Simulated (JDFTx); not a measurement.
# Sc (P6_3/mmc) in JDFTx: tuning solver

Aim: find the choice of solver that runs Sc fastest, at PBE. This setting moves, with any that are tied to it; all else stays.

Program: JDFTx 1.7.0 (patched build). These are calculated values, not measurements. Logs are shortened: lines on timing, memory, paths and dates and some standing lists are left out, and cuts for length are marked. The log counts tension as positive stress, the text compression.

## (1) Starting point

It takes space group P6_3/mmc (No. 194, hexagonal). The conventional cell has a = 3.309 Å, b = 3.309 Å, c = 5.273 Å, α = 90.00°, β = 90.00°, γ = 120.00°. Sc (site symmetry -6m2) has 12 Sc at 3.26 to 3.31 Å as nearest neighbours.

## (2) With solver scf

Sc.in reads:

```
lattice \
    6.2531037464    -3.1265518732     0.0000000000 \
    0.0000000000     5.4153466968     0.0000000000 \
    0.0000000000     0.0000000000     9.9650927730
coords-type Lattice
ion Sc     0.6666666667     0.3333333333     0.7500000000 1
ion Sc     0.3333333333     0.6666666667     0.2500000000 1

ion-species pseudo/Sc.upf
elec-cutoff 39 312
elec-ex-corr gga-PBE
kpoint-folding 9 9 5
elec-smearing Fermi 0.0018374661
elec-n-bands 17
electronic-SCF nIterations 100 energyDiffThreshold 1e-09
electronic-minimize nIterations 30 energyDiffThreshold 1e-7
forces-output-coords Cartesian

dump-name run.$VAR
dump End Ecomponents EigStats BandEigs Kpoints Forces Stress
```

Potentials or basis: PseudoDojo-SR-PBE-0.5-standard with smoothed tails.

Command:

```console
$ jdftx -c 8 -i Sc.in -o Sc.out
```

Standard output:

```text
*************** JDFTx 1.7.0 (patched build) ***************

Input parsed successfully to the following command list (including defaults):
[... the input with its defaults ...]

---------- Setting up symmetries ----------

Found 24 point-group symmetries of the bravais lattice
Found 24 space-group symmetries with basis
Applied RMS atom displacement 3.61023e-10 bohrs to make symmetries exact.

---------- Initializing the Grid ----------
R =
[       6.2531     -3.12655            0  ]
[            0      5.41535            0  ]
[            0            0      9.96509  ]
unit cell volume = 337.445
G =
[    1.00481   0.580128         -0  ]
[          0    1.16026          0  ]
[          0         -0   0.630519  ]
Minimum fftbox size, Smin = [  52  52  80  ]
Chosen fftbox size, S = [  54  54  80  ]

---------- Initializing tighter grid for wavefunction operations ----------
R =
[       6.2531     -3.12655            0  ]
[            0      5.41535            0  ]
[            0            0      9.96509  ]
unit cell volume = 337.445
G =
[    1.00481   0.580128         -0  ]
[          0    1.16026          0  ]
[          0         -0   0.630519  ]
Minimum fftbox size, Smin = [  36  36  60  ]
Chosen fftbox size, S = [  36  36  60  ]

---------- Exchange Correlation functional ----------
Initalized PBE GGA exchange.
Initalized PBE GGA correlation.

---------- Setting up pseudopotentials ----------
Width of ionic core gaussian charges (only for fluid interactions / plotting) set to 0

Reading pseudopotential file 'pseudo/Sc.upf':
  'Sc' pseudopotential, 'PBE' functional
  Generated using ONCVPSP code by D. R. Hamann
  11 valence electrons, 4 orbitals, 6 projectors, 1001 radial grid points, with lMax = 2
    3S    l: 0   occupation:  2.0   eigenvalue: -2.022648
    3P    l: 1   occupation:  6.0   eigenvalue: -1.235680
    3D    l: 2   occupation:  1.0   eigenvalue: -0.118824
    4S    l: 0   occupation:  2.0   eigenvalue: -0.153727
  Core radius for overlap checks: 1.60 bohrs.

Initialized 1 species with 2 total atoms.

Folded 1 k-points by 9x9x5 to 405 k-points.

---------- Setting up k-points, bands, fillings ----------
Reduced to 36 k-points under symmetry.
Computing the number of bands and number of electrons
Calculating initial fillings.
nElectrons:  22.000000   nBands: 17   nStates: 36

----- Setting up reduced wavefunction bases (one per k-point) -----
average nbasis = 3924.126 , ideal nbasis = 3925.493

---------- Setting up ewald sum ----------
Optimum gaussian width for ewald sums = 2.474417 bohr.
Real space sum over 1521 unit cells with max indices [  6  6  4  ]
Reciprocal space sum over 2057 terms with max indices [  5  5  8  ]

---------- Allocating electronic variables ----------
Initializing wave functions:  linear combination of atomic orbitals
Sc pseudo-atom occupations:   s ( 2 2 )  p ( 6 )  d ( 1 )
	FillingsUpdate:  mu: +0.392900530  nElectrons: 22.000000
LCAOMinimize: Iter:   0  F: -93.4651781226003777  |grad|_K:  6.509e-04  alpha:  1.000e+00
	FillingsUpdate:  mu: +0.386072610  nElectrons: 22.000000
LCAOMinimize: Iter:   1  F: -93.4676628657937272  |grad|_K:  9.242e-06  alpha:  7.525e-01  linmin: -1.091e-01  cgtest:  7.859e-01
LCAOMinimize: Encountered beta<0, resetting CG.
	FillingsUpdate:  mu: +0.385996409  nElectrons: 22.000000
LCAOMinimize: Iter:   2  F: -93.4676633889340138  |grad|_K:  4.018e-07  alpha:  7.716e-01  linmin: -1.490e-03  cgtest:  1.096e-02
	FillingsUpdate:  mu: +0.385996305  nElectrons: 22.000000
LCAOMinimize: Iter:   3  F: -93.4676633901593306  |grad|_K:  2.909e-08  alpha:  9.574e-01  linmin:  1.093e-02  cgtest: -5.253e-02
LCAOMinimize: Converged (|Delta F|<1.000000e-06 for 2 iters).

-------- Electronic minimization -----------
Will mix electronic density at each iteration.
	FillingsUpdate:  mu: +0.385996305  nElectrons: 22.000000
	FillingsUpdate:  mu: +0.359147419  nElectrons: 22.000000
SCF: Cycle:  0   F: -93.531756781552289   dF: -6.409e-02   |Residual|: 1.247e-01   |deigs|: 1.427e-02
	FillingsUpdate:  mu: +0.343780110  nElectrons: 22.000000
SCF: Cycle:  1   F: -93.545041228538039   dF: -1.328e-02   |Residual|: 5.789e-02   |deigs|: 3.040e-02
	FillingsUpdate:  mu: +0.332796287  nElectrons: 22.000000
SCF: Cycle:  2   F: -93.549571745241920   dF: -4.531e-03   |Residual|: 2.290e-02   |deigs|: 2.491e-02
	FillingsUpdate:  mu: +0.336669911  nElectrons: 22.000000
SCF: Cycle:  3   F: -93.549537763656673   dF: +3.398e-05   |Residual|: 1.713e-02   |deigs|: 1.005e-02
	FillingsUpdate:  mu: +0.333816558  nElectrons: 22.000000
SCF: Cycle:  4   F: -93.549925722805398   dF: -3.880e-04   |Residual|: 1.268e-03   |deigs|: 6.494e-03
	FillingsUpdate:  mu: +0.333614805  nElectrons: 22.000000
SCF: Cycle:  5   F: -93.549960384446791   dF: -3.466e-05   |Residual|: 2.213e-03   |deigs|: 5.207e-04
	FillingsUpdate:  mu: +0.333878760  nElectrons: 22.000000
SCF: Cycle:  6   F: -93.549979192784733   dF: -1.881e-05   |Residual|: 3.955e-04   |deigs|: 6.680e-04
	FillingsUpdate:  mu: +0.333964160  nElectrons: 22.000000
SCF: Cycle:  7   F: -93.549987811644257   dF: -8.619e-06   |Residual|: 3.698e-04   |deigs|: 2.197e-04
	FillingsUpdate:  mu: +0.333923412  nElectrons: 22.000000
SCF: Cycle:  8   F: -93.549993701076914   dF: -5.889e-06   |Residual|: 1.032e-04   |deigs|: 9.371e-05
	FillingsUpdate:  mu: +0.333919528  nElectrons: 22.000000
SCF: Cycle:  9   F: -93.549997683488471   dF: -3.982e-06   |Residual|: 6.608e-05   |deigs|: 1.461e-05
	FillingsUpdate:  mu: +0.333918410  nElectrons: 22.000000
[... 35 lines left out ...]
	FillingsUpdate:  mu: +0.333915245  nElectrons: 22.000000
SCF: Cycle: 28   F: -93.550007797375216   dF: -2.609e-08   |Residual|: 2.234e-05   |deigs|: 4.577e-05
	FillingsUpdate:  mu: +0.333920390  nElectrons: 22.000000
SCF: Cycle: 29   F: -93.550007799850093   dF: -2.475e-09   |Residual|: 4.834e-05   |deigs|: 1.276e-05
	FillingsUpdate:  mu: +0.333919512  nElectrons: 22.000000
SCF: Cycle: 30   F: -93.550007803494367   dF: -3.644e-09   |Residual|: 4.306e-05   |deigs|: 2.501e-06
	FillingsUpdate:  mu: +0.333913060  nElectrons: 22.000000
SCF: Cycle: 31   F: -93.550007807194532   dF: -3.700e-09   |Residual|: 1.782e-05   |deigs|: 1.617e-05
	FillingsUpdate:  mu: +0.333910349  nElectrons: 22.000000
SCF: Cycle: 32   F: -93.550007808081986   dF: -8.875e-10   |Residual|: 3.779e-05   |deigs|: 6.559e-06
	FillingsUpdate:  mu: +0.333913280  nElectrons: 22.000000
SCF: Cycle: 33   F: -93.550007810164800   dF: -2.083e-09   |Residual|: 1.473e-05   |deigs|: 7.292e-06
	FillingsUpdate:  mu: +0.333913457  nElectrons: 22.000000
SCF: Cycle: 34   F: -93.550007811204082   dF: -1.039e-09   |Residual|: 1.104e-05   |deigs|: 5.356e-07
	FillingsUpdate:  mu: +0.333913631  nElectrons: 22.000000
SCF: Cycle: 35   F: -93.550007811984926   dF: -7.808e-10   |Residual|: 7.702e-06   |deigs|: 5.738e-07
	FillingsUpdate:  mu: +0.333913860  nElectrons: 22.000000
SCF: Cycle: 36   F: -93.550007812542574   dF: -5.576e-10   |Residual|: 4.592e-06   |deigs|: 6.420e-07
SCF: Converged (|Delta E|<1.000000e-09 for 2 iters).

Setting wave functions to eigenvectors of Hamiltonian

# Stress tensor in Cartesian coordinates [Eh/a0^3]:
[   6.2841e-06            0            0  ]
[            0   6.2841e-06            0  ]
[            0            0  5.77041e-05  ]

# Ionic positions in lattice coordinates:
ion Sc   0.666666666666667   0.333333333333333   0.750000000000000 1
ion Sc   0.333333333333333   0.666666666666667   0.250000000000000 1

# Forces in Cartesian coordinates:
force Sc   0.000000000000000   0.000000000000000   0.000000000000000 1
force Sc  -0.000000000000000  -0.000000000000000   0.000000000000000 1

# Energy components:
   Eewald =      -63.2377815362983284
       EH =       21.2017654237286237
     Eloc =      -78.8005133964150986
      Enl =        4.7400293395238622
      Exc =      -16.1679981067539487
 Exc_core =        3.2395683656889660
       KE =       35.4762481170681170
-------------------------------------
     Etot =      -93.5486817934578028
       TS =        0.0013260190847656
-------------------------------------
        F =      -93.5500078125425745

IonicMinimize: Iter:   0  F: -93.550007812542574  |grad|_K:  1.109e-35
IonicMinimize: Converged (|grad|_K<1.000000e-04).

#--- Lowdin population analysis ---
# oxidation-state Sc +0.137 +0.137

Dumping 'run.eigStats' ...
	eMin: -1.484021 at state 0 ( [ +0.000000 +0.000000 +0.000000 ] spin 0 )
	HOMO: +0.333607 at state 23 ( [ +0.111111 +0.333333 +0.400000 ] spin 0 )
	mu  : +0.333914
	LUMO: +0.334038 at state 16 ( [ +0.111111 +0.111111 +0.200000 ] spin 0 )
	eMax: +0.474103 at state 12 ( [ +0.000000 +0.444444 +0.000000 ] spin 0 )
	HOMO-LUMO gap: +0.000431
	Optical gap  : +0.004082 at state 14 ( [ +0.000000 +0.444444 +0.400000 ] spin 0 )
Done!
```

It took 2.8 min on 8 threads of Arm Neoverse N1, host not shared; peak memory 0.2 GiB.

What came out:

```
Free energy            : -2545.6254 eV
Pressure               : -0.7 GPa
Band gap on the k mesh : none (metal or under the smearing width)
```

## (3) With solver scf Potential

Sc.in, as its differences from that of step 2:

```diff
@@ -14,3 +14,3 @@
 elec-n-bands 17
-electronic-SCF nIterations 100 energyDiffThreshold 1e-09
+electronic-SCF nIterations 100 energyDiffThreshold 1e-09 mixedVariable Potential
 electronic-minimize nIterations 30 energyDiffThreshold 1e-7
```

Potentials or basis: PseudoDojo-SR-PBE-0.5-standard with smoothed tails.

Command:

```console
$ jdftx -c 8 -i Sc.in -o Sc.out
```

Wall time 2.1 min (8 threads of Arm Neoverse N1, host not shared); peak memory 0.18 GiB.

Results (log left out):

```
Free energy            : -2545.6254 eV
Pressure               : -0.7 GPa
Band gap on the k mesh : none (metal or under the smearing width)
```

## (4) With solver minimize 200

Sc.in, as its differences from that of step 3:

```diff
@@ -14,4 +14,3 @@
 elec-n-bands 17
-electronic-SCF nIterations 100 energyDiffThreshold 1e-09 mixedVariable Potential
-electronic-minimize nIterations 30 energyDiffThreshold 1e-7
+electronic-minimize nIterations 200 energyDiffThreshold 1e-09
 forces-output-coords Cartesian
```

Command:

```console
$ jdftx -c 8 -i Sc.in -o Sc.out
```

It took 2.9 min on 8 threads of Arm Neoverse N1, host not shared; peak memory 0.23 GiB.

Results (log left out):

```yaml
Free_energy: -2545.6254 eV
Pressure: -0.7 GPa
Band_gap_on_the_k_mesh: none (metal or under the smearing width)
```

## (5) With solver minimize 200 L-BFGS

Sc.in, as its differences from that of step 4:

```diff
@@ -14,3 +14,3 @@
 elec-n-bands 17
-electronic-minimize nIterations 200 energyDiffThreshold 1e-09
+electronic-minimize nIterations 200 energyDiffThreshold 1e-09 dirUpdateScheme L-BFGS
 forces-output-coords Cartesian
```

Command:

```console
$ jdftx -c 8 -i Sc.in -o Sc.out
```

It took 18 min on 8 threads of Arm Neoverse N1, host not shared; peak memory 1.3 GiB.

No converged result was reached.

## (6) With solver minimize 200 PolakRibiere

Sc.in, as its differences from that of step 5:

```diff
@@ -14,3 +14,3 @@
 elec-n-bands 17
-electronic-minimize nIterations 200 energyDiffThreshold 1e-09 dirUpdateScheme L-BFGS
+electronic-minimize nIterations 200 energyDiffThreshold 1e-09 dirUpdateScheme PolakRibiere
 forces-output-coords Cartesian
```

Potentials or basis: PseudoDojo-SR-PBE-0.5-standard with smoothed tails.

Command:

```console
$ jdftx -c 8 -i Sc.in -o Sc.out
```

Run time: 2.7 min. Hardware: 8 threads of Arm Neoverse N1, host not shared; peak memory 0.27 GiB.

The run converged. Its results:

```yaml
Free_energy: -2545.6254 eV
Pressure: -0.7 GPa
Band_gap_on_the_k_mesh: none (metal or under the smearing width)
```

## (7) With solver scf CG

Sc.in, as its differences from that of step 6:

```diff
@@ -14,3 +14,5 @@
 elec-n-bands 17
-electronic-minimize nIterations 200 energyDiffThreshold 1e-09 dirUpdateScheme PolakRibiere
+electronic-SCF nIterations 100 energyDiffThreshold 1e-09
+electronic-minimize nIterations 30 energyDiffThreshold 1e-7
+elec-eigen-algo CG
 forces-output-coords Cartesian
```

Command:

```console
$ jdftx -c 8 -i Sc.in -o Sc.out
```

Run time: 7.8 min. Hardware: 8 threads of Arm Neoverse N1, host not shared; peak memory 0.2 GiB.

The run converged. Its results:

```yaml
Free_energy: -2545.6254 eV
Pressure: -0.7 GPa
Band_gap_on_the_k_mesh: none (metal or under the smearing width)
```

## (8) The series at a glance

```csv
solver,energy less the last converged row (meV/atom),SCF cycles,wall time (s),peak memory (GiB)
scf,0.00,37,170,0.2
scf Potential,0.00,27,130,0.18
minimize 200,0.00,51,180,0.23
minimize 200 L-BFGS,not converged,-,-,-
minimize 200 PolakRibiere,0.00,46,160,0.27
scf CG,0.00,24,470,0.2
```

Fastest here: scf Potential (130 s); slowest of those that converged: scf CG (470 s). These are single runs, one after another on one machine, so differences under about a fifth mean little.
